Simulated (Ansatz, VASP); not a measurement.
**Sn: VASP beside Ansatz**

```
Sn
1.0
     0.00000    2.32769    2.32769
     2.32769    0.00000    2.32769
     2.32769    2.32769    0.00000
Sn
1
Direct
  0.00000 0.00000 0.00000
```

Alike in both runs: task single point; functional revPBE; k mesh 13 × 13 × 13; occupations fermi-dirac, width 0.1 eV; no spin polarisation.

|  | VASP | Ansatz |
| --- | --- | --- |
| version | VASP 6.6.1 | Ansatz 0.2.0 |
| potentials or method | VASP PAW PBE potentials, release 64 (Sn_d) | plane waves (420 eV) with PAW, scalar-relativistic |
| plane-wave cutoff (eV) | 520 | 420 |
| valence electrons in the cell | 14 | 14 |

```tsv
	VASP	Ansatz	Ansatz less VASP
pressure (GPa)	7.3	7.3	+0.02
```

The functional is the same, so the differences come from potentials, cutoffs and numerics.

Caveats: the PAW data sets were made with another functional, which shifts forces and pressure a little (VASP).
